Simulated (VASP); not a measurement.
# WSe2 in VASP: settings compared, part 2 of 2

VASP 6.6.1. Earlier steps stand in the parts before.

**4. Relaxation of cell and atoms, PBE**

INCAR reads:

```
SYSTEM = WSe2
  PREC = Accurate
  ENCUT = 600
  EDIFF = 1E-6
  ISMEAR = 0
  SIGMA = 0.03
  LREAL = .FALSE.
  LASPH = .TRUE.
  NELM = 80
  ALGO = Normal
  ISIF = 3
  LWAVE = .FALSE.
  LCHARG = .FALSE.
  GGA = PE
  IBRION = 2
  NSW = 90
  EDIFFG = -0.01
  LATTICE_CONSTRAINTS = .TRUE. .TRUE. .FALSE.
```

KPOINTS reads:

```
Automatic mesh
0
G
  12 12 1
  0 0 0
```

POSCAR reads:

```
WSe2
1.0
    3.2900000000      0.0000000000      0.0000000000
   -1.6450000000      2.8492235800      0.0000000000
    0.0000000000      0.0000000000     21.3462600000
Se W
2 1
Direct
    0.3333333300      0.6666666700      0.4216195200
    0.3333333300      0.6666666700      0.5783804800
    0.6666666700      0.3333333300      0.5000000000
```

Potentials or basis: VASP PAW PBE potentials, release 64 (Se, W_sv).

Started as:

```console
cat potpaw_PBE.64/Se/POTCAR potpaw_PBE.64/W_sv/POTCAR > POTCAR
mpirun -np 1 vasp_std > vasp.out
```

OUTCAR:

```text
SYSTEM = WSe2
   PREC = Accurate
   ENCUT = 600
   EDIFF = 1E-6
   ISMEAR = 0
   LREAL = .FALSE.
   LASPH = .TRUE.
   NELM = 80
   ISIF = 3
   GGA = PE
   IBRION = 2
   NSW = 90
   EDIFFG = -0.01

 ion  position               nearest neighbor table
   1  0.333  0.667  0.422-   3 2.53   3 2.53   3 2.53
   2  0.333  0.667  0.578-   3 2.53   3 2.53   3 2.53
   3  0.667  0.333  0.500-   1 2.53   2 2.53   1 2.53   2 2.53   1 2.53   2 2.53

  LATTYP: Found a hexagonal cell.
 ALAT       =     3.2900000000
 C/A-ratio  =     6.4882249240

  Lattice vectors:

 A1 = (   3.2900000000,   0.0000000000,   0.0000000000)
 A2 = (  -1.6450000000,   2.8492235800,   0.0000000000)
 A3 = (   0.0000000000,   0.0000000000,  21.3462600000)

Analysis of symmetry for initial positions (statically):
=====================================================================
 Subroutine PRICEL returns:
 Original cell was already a primitive cell.

 Routine SETGRP: Setting up the symmetry group for a
 hexagonal supercell.

 Subroutine GETGRP returns: Found 12 space group operations
 (whereof 12 operations were pure point group operations)
[... 151 lines left out ...]

--------------------------------------- Ionic step        1  -------------------------------------------

 number of electron      26.0000000 magnetization

 Free energy of the ion-electron system (eV)
  ---------------------------------------------------
  ext. energy  EPLUGINS =         0.00000000
  ---------------------------------------------------
  free energy    TOTEN  =       -21.60942993 eV

  energy without entropy =      -21.60942993  energy(sigma->0) =      -21.60942993

------------------------ aborting loop because EDIFF is reached ----------------------------------------

  FORCE on cell =-STRESS in cart. coord.  units (eV):
  Direction    XX          YY          ZZ          XY          YZ          ZX
  --------------------------------------------------------------------------------------
  -------------------------------------------------------------------------------------
  Total        1.2524313      1.2524313      1.1091895      0.0000000      0.0000000      0.0000000
  in kB       10.0281370     10.0281370      8.8812092      0.0000000      0.0000000      0.0000000
  external PRESSURE =       9.6458277 kB  Pullay stress =       0.0000000 kB
[... 61 lines left out ...]
--------------------------------------- Ionic step        3  -------------------------------------------

 number of electron      26.0000000 magnetization

 Free energy of the ion-electron system (eV)
  ---------------------------------------------------
  ext. energy  EPLUGINS =         0.00000000
  ---------------------------------------------------
  free energy    TOTEN  =       -21.62372367 eV

  energy without entropy =      -21.62372367  energy(sigma->0) =      -21.62372367

 E-fermi :  -1.6306     XC(G=0):  -3.7524

 val. band max:       -1.7963974055   @ k =   0.3333   0.3333   0.0000
 cond. band min:      -0.2482825692   @ k =   0.3333   0.3333   0.0000
 fundamental gap:      1.5481148363
 Fermi energy:        -1.6306311940

 k-point     1 :       0.0000    0.0000    0.0000
  band No.  band energies     occupation
      1     -75.8846      2.00000
      2     -40.1018      2.00000
      3     -40.0001      2.00000
      4     -40.0001      2.00000
      5     -16.4743      2.00000
      6     -15.2485      2.00000
[... 399 lines left out ...]
  FREE ENERGIE OF THE ION-ELECTRON SYSTEM (eV)
  ---------------------------------------------------
  free  energy   TOTEN  =       -21.6237236683 eV

  energy  without entropy=      -21.6237236683  energy(sigma->0) =      -21.62372367

 reached required accuracy - stopping structural energy minimisation
```

OSZICAR:

```text
N       E                     dE             d eps       ncg     rms          rms(c)
DAV:   1     0.191192303018E+03    0.19119E+03   -0.14115E+04   798   0.135E+03
DAV:   2    -0.711957050738E+01   -0.19831E+03   -0.19529E+03   882   0.265E+02
DAV:   3    -0.223465721517E+02   -0.15227E+02   -0.15187E+02   909   0.752E+01
[... 38 lines left out ...]
DAV:   5    -0.216237761091E+02    0.24208E-03   -0.12377E-03   829   0.285E-01    0.185E-01
DAV:   6    -0.216237309381E+02    0.45171E-04   -0.52067E-04   841   0.141E-01    0.272E-02
DAV:   7    -0.216237242648E+02    0.66733E-05   -0.48721E-05   702   0.625E-02    0.839E-03
DAV:   8    -0.216237230234E+02    0.12414E-05   -0.56555E-06   864   0.158E-02    0.303E-03
DAV:   9    -0.216237236683E+02   -0.64490E-06   -0.61372E-07   326   0.550E-03
   3 F= -.21623724E+02 E0= -.21623724E+02  d E =-.142937E-01
```

CONTCAR:

```text
WSe2
   1.00000000000000
     3.3215639357995626    0.0000000000000000    0.0000000000000000
    -1.6607819678997813    2.8765587502904304    0.0000000000000000
     0.0000000000000000    0.0000000000000000   21.3462600000000009
  Se              W
     2     1
Direct
     0.3333333300000021    0.6666666699999979    0.4212605370609529
     0.3333333300000021    0.6666666699999979    0.5787394629390471
     0.6666666699999979    0.3333333300000021    0.5000000000000000

  0.00000000E+00  0.00000000E+00  0.00000000E+00
  0.00000000E+00  0.00000000E+00  0.00000000E+00
  0.00000000E+00  0.00000000E+00  0.00000000E+00
```

Wall time 2.6 min (1 thread of AMD EPYC 9R45 (Zen 5), shared host); peak memory 0.41 GiB.

Results:

```yaml
Free_energy: -21.6237 eV
Relaxed_volume: 67.99 Å³/atom
Relaxed_cell: a = 3.322 Å, b = 3.322 Å, c = 21.346 Å, α = 90.00°, β = 90.00°, γ = 120.00°
Space_group_after_relaxing_to_0.05_Å: P-6m2 (No. 187)
Energy_gained_by_relaxing: 4.8 meV/atom
Ionic_steps: 3
Largest_force_after_relaxing: 0.007 eV/Å
Band_gap_on_the_k_mesh: 1.55 eV, direct
```

Forces on the atoms (eV/Å):
```
Se   0.000  0.000  0.007
Se   0.000  0.000 -0.007
W    0.000  0.000  0.000
```

The path:
```tsv
step	energy change (eV)	largest force (eV/Å)	pressure (GPa)	volume (Å³)
1	0.0000	0.3335	0.96	200.10
2	0.0022	0.3531	-0.96	208.24
3	-0.0143	0.0071	0.00	203.96
```

Final structure:
```cif
data_structure
_symmetry_space_group_name_H-M 'P 1'
_symmetry_Int_Tables_number 1
_cell_length_a 3.3216
_cell_length_b 3.3216
_cell_length_c 21.3463
_cell_angle_alpha 90.000
_cell_angle_beta 90.000
_cell_angle_gamma 120.000
_cell_volume 203.96
loop_
_atom_site_label
_atom_site_type_symbol
_atom_site_fract_x
_atom_site_fract_y
_atom_site_fract_z
_atom_site_occupancy
Se1 Se 0.33333 0.66667 0.42126 1
Se2 Se 0.33333 0.66667 0.57874 1
W1 W 0.66667 0.33333 0.50000 1
```

Caveat: spin-orbit coupling is left out, which moves the levels of the heavy elements.

**5. Relaxation of cell and atoms, PBE**

This run uses another cell than the first one, of 67.99 Å³/atom, 1.019 times its volume.

Edit INCAR of step 4 so:

```diff
@@ -3,3 +3,3 @@
   ENCUT = 600
-  EDIFF = 1E-6
+  EDIFF = 1E-7
   ISMEAR = 0
@@ -16,3 +16,3 @@
   NSW = 90
-  EDIFFG = -0.01
+  EDIFFG = -0.005
   LATTICE_CONSTRAINTS = .TRUE. .TRUE. .FALSE.
```

KPOINTS is that of step 4.

POSCAR reads:

```
WSe2                                    
1.0
    3.3215639358      0.0000000000      0.0000000000
   -1.6607819679      2.8765587503      0.0000000000
    0.0000000000      0.0000000000     21.3462600000
  Se              W             
     2     1
Direct
     0.3333333300000021    0.6666666699999979    0.4212605370609529
     0.3333333300000021    0.6666666699999979    0.5787394629390471
     0.6666666699999979    0.3333333300000021    0.5000000000000000
```

Started as:

```console
cat potpaw_PBE.64/Se/POTCAR potpaw_PBE.64/W_sv/POTCAR > POTCAR
mpirun -np 1 vasp_std > vasp.out
```

Run time: 1.7 min. Hardware: 1 thread of AMD EPYC 9R45 (Zen 5), shared host; peak memory 0.39 GiB.

Results (log left out):

```yaml
Free_energy: -21.6238 eV
Energy_gained_by_relaxing: 0.0 meV/atom
Ionic_steps: 2
Band_gap_on_the_k_mesh: 1.55 eV, direct
```

Forces on the atoms (eV/Å):
```
Se   0.000  0.000  0.002
Se   0.000  0.000 -0.002
W    0.000  0.000  0.000
```

Final structure:
```
Se W
1.0
     3.32170    0.00000    0.00000
    -1.66085    2.87668    0.00000
     0.00000    0.00000   21.34626
Se W
2 1
Direct
  0.33333 0.66667 0.42128
  0.33333 0.66667 0.57872
  0.66667 0.33333 0.50000
```

Levels at points of the mesh, in eV from the valence-band top:
| k point | band 10 | band 11 | band 12 | band 13 | band 14 | band 15 | band 16 | band 17 |
| --- | --- | --- | --- | --- | --- | --- | --- | --- |
| (0.00, 0.00, 0.00) | -2.15 | -1.23 | -1.23 | -0.32 | 2.89 | 2.89 | 3.06 | 3.06 |
| (0.50, 0.00, 0.00) | -2.96 | -2.12 | -0.98 | -0.95 | 2.34 | 2.71 | 3.67 | 4.33 |

Caveat: spin-orbit coupling is left out, which moves the levels of the heavy elements. A hybrid or GW would open this gap; PBE tends to underestimate it.
